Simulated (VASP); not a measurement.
A run of VASP 6.6.1 is set up as follows.

The input INCAR:

```
SYSTEM = Al
PREC     = Accurate       ! precision mode
ENCUT    = 520            ! plane-wave cutoff, eV
EDIFF    = 1E-7           ! SCF threshold, eV
ISMEAR   = -1             ! smearing method
SIGMA    = 0.05           ! smearing width, eV
LREAL    = .FALSE.        ! projectors in reciprocal space
LASPH    = .TRUE.         ! aspherical terms in the spheres
NELM     = 60             ! most SCF steps
ALGO     = Normal         ! electronic algorithm
ISIF     = 2              ! what is computed and relaxed
LWAVE    = .FALSE.        ! write WAVECAR
LCHARG   = .FALSE.        ! write CHGCAR
GGA      = CA             ! functional
NBANDS   = 8              ! bands
```

File KPOINTS:

```
Automatic mesh
0
G
  11 11 11
  0 0 0
```

File POSCAR:

```
Al
1.0
    0.0000000000      2.0248050000      2.0248050000
    2.0248050000      0.0000000000      2.0248050000
    2.0248050000      2.0248050000      0.0000000000
Al
1
Direct
    0.0000000000      0.0000000000      0.0000000000
```

File KPOINTS_OPT:

```
path GXWKGLUWLK,UX
10
line-mode
reciprocal
 0.0000000000  0.0000000000  0.0000000000  G
 0.5000000000  0.0000000000  0.5000000000  X

 0.5000000000  0.0000000000  0.5000000000  X
 0.5000000000  0.2500000000  0.7500000000  W

 0.5000000000  0.2500000000  0.7500000000  W
 0.3750000000  0.3750000000  0.7500000000  K

 0.3750000000  0.3750000000  0.7500000000  K
 0.0000000000  0.0000000000  0.0000000000  G

 0.0000000000  0.0000000000  0.0000000000  G
 0.5000000000  0.5000000000  0.5000000000  L

 0.5000000000  0.5000000000  0.5000000000  L
 0.6250000000  0.2500000000  0.6250000000  U

 0.6250000000  0.2500000000  0.6250000000  U
 0.5000000000  0.2500000000  0.7500000000  W

 0.5000000000  0.2500000000  0.7500000000  W
 0.5000000000  0.5000000000  0.5000000000  L

 0.5000000000  0.5000000000  0.5000000000  L
 0.3750000000  0.3750000000  0.7500000000  K

 0.6250000000  0.2500000000  0.6250000000  U
 0.5000000000  0.0000000000  0.5000000000  X
```

Potentials or basis: VASP PAW LDA potentials, release 64 (Al).

Command:

```sh
$ cat potpaw_LDA.64/Al/POTCAR > POTCAR
$ mpirun -np 1 vasp_std > vasp.out
```

Task: Estimate the pressure.

Result: -3.6 GPa.

Task: Predict the band gap along the path.

Result: None (metal or under the smearing width).

Levels at the corners of the path, in eV from the Fermi level:
| point | band 1 | band 2 | band 3 | band 4 | band 5 |
| --- | --- | --- | --- | --- | --- |
| Γ | -11.07 | 12.52 | 12.52 | 12.52 | 13.79 |
| X | -2.90 | -1.63 | 5.28 | 5.49 | 5.49 |
| X | -2.90 | -1.63 | 5.28 | 5.49 | 5.49 |
| W | -0.83 | -0.83 | 0.21 | 0.95 | 15.68 |
| W | -0.83 | -0.83 | 0.21 | 0.95 | 15.68 |
| K | -1.87 | -1.34 | -0.47 | 6.45 | 8.12 |
| K | -1.87 | -1.34 | -0.47 | 6.45 | 8.12 |
| Γ | -11.07 | 12.52 | 12.52 | 12.52 | 13.79 |
| Γ | -11.07 | 12.52 | 12.52 | 12.52 | 13.79 |
| L | -4.54 | -4.40 | 11.15 | 11.15 | 11.39 |
| L | -4.54 | -4.40 | 11.15 | 11.15 | 11.39 |
| U | -1.87 | -1.34 | -0.47 | 6.45 | 8.12 |
| U | -1.87 | -1.34 | -0.47 | 6.45 | 8.12 |
| W | -0.83 | -0.83 | 0.21 | 0.95 | 15.68 |
| W | -0.83 | -0.83 | 0.21 | 0.95 | 15.68 |
| L | -4.54 | -4.40 | 11.15 | 11.15 | 11.39 |
| L | -4.54 | -4.40 | 11.15 | 11.15 | 11.39 |
| K | -1.87 | -1.34 | -0.47 | 6.45 | 8.12 |
| U | -1.87 | -1.34 | -0.47 | 6.45 | 8.12 |
| X | -2.90 | -1.63 | 5.28 | 5.49 | 5.49 |
